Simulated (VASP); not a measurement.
Set up this calculation in VASP 6.6.1, as the native input.

```yaml
Task: band structure
Functional: PBE
Potentials_or_basis: VASP PAW PBE potentials, release 64 (Ca_sv, O)
Cutoff: 520 eV
k_mesh: 10 × 10 × 10
Occupations: gaussian, width 0.02 eV
Spin: no spin polarisation
Further_INCAR_settings: ALGO = Normal; EDIFF = 1e-06
```

CaO:

```
Ca O
1.0
     0.00000    2.39660    2.39660
     2.39660    0.00000    2.39660
     2.39660    2.39660    0.00000
Ca O
1 1
Direct
  0.00000 0.00000 0.00000
  0.50000 0.50000 0.50000
```

The cell was built by a generator and needn't be a form met in nature.

One way to write it, as run:

POSCAR

```
CaO                                     
1.0
   -0.0000000000      2.3966028047      2.3966028047
    2.3966028047      0.0000000000      2.3966028047
    2.3966028047      2.3966028047      0.0000000000
  Ca              O             
     1     1
Direct
     0.0000000000000000    0.0000000000000000    0.0000000000000000
     0.5000000000000000    0.5000000000000000    0.5000000000000000
```

INCAR.step1

```
SYSTEM = CaO
ALGO = Normal
EDIFF = 1E-6
ENCUT = 520
GGA = PE
ISIF = 2
ISMEAR = 0
KPAR = 4
LASPH = .True.
LCHARG = .True.
LREAL = .False.
LWAVE = .False.
NELM = 100
PREC = Accurate
SIGMA = 0.02
```

KPOINTS.step1

```
k-points
0
Gamma
  10 10 10
  0 0 0
```

INCAR.step2

```
SYSTEM = CaO
ALGO = Normal
EDIFF = 1E-6
ENCUT = 520
GGA = PE
ICHARG = 11
ISIF = 2
ISMEAR = 0
KPAR = 4
LASPH = .True.
LCHARG = .False.
LREAL = .False.
LWAVE = .False.
NELM = 100
PREC = Accurate
SIGMA = 0.05
```

KPOINTS.step2

```
path GXWKGLUWLK,UX
15
line-mode
reciprocal
 0.0000000000  0.0000000000  0.0000000000  G
 0.5000000000  0.0000000000  0.5000000000  X

 0.5000000000  0.0000000000  0.5000000000  X
 0.5000000000  0.2500000000  0.7500000000  W

 0.5000000000  0.2500000000  0.7500000000  W
 0.3750000000  0.3750000000  0.7500000000  K

 0.3750000000  0.3750000000  0.7500000000  K
 0.0000000000  0.0000000000  0.0000000000  G

 0.0000000000  0.0000000000  0.0000000000  G
 0.5000000000  0.5000000000  0.5000000000  L

 0.5000000000  0.5000000000  0.5000000000  L
 0.6250000000  0.2500000000  0.6250000000  U

 0.6250000000  0.2500000000  0.6250000000  U
 0.5000000000  0.2500000000  0.7500000000  W

 0.5000000000  0.2500000000  0.7500000000  W
 0.5000000000  0.5000000000  0.5000000000  L

 0.5000000000  0.5000000000  0.5000000000  L
 0.3750000000  0.3750000000  0.7500000000  K

 0.6250000000  0.2500000000  0.6250000000  U
 0.5000000000  0.0000000000  0.5000000000  X
```

Potentials or basis: VASP PAW PBE potentials, release 64 (Ca_sv, O).

The run is started by

```sh
$ cat potpaw_PBE.64/Ca_sv/POTCAR potpaw_PBE.64/O/POTCAR > POTCAR
$ cp INCAR.step1 INCAR
$ cp KPOINTS.step1 KPOINTS
$ mpirun -np 4 vasp_std > vasp.out
$ cp INCAR.step2 INCAR
$ cp KPOINTS.step2 KPOINTS
$ mpirun -np 4 vasp_std > vasp.out
```

It gave:

```yaml
Band_gap_on_the_k_mesh: 3.63 eV, indirect (least direct gap 4.01 eV)
Band_gap_along_the_path: 3.63 eV, indirect (least direct gap 4.01 eV)
```

Caveat: the log is that of the step along the path at fixed density, whose energy, stress, charges and moments have no meaning.

Wall time 16 s on 4 MPI ranks on Intel(R) Xeon(R) 6975P-C (Granite Rapids) (shared host), peak memory 0.18 GiB a rank.
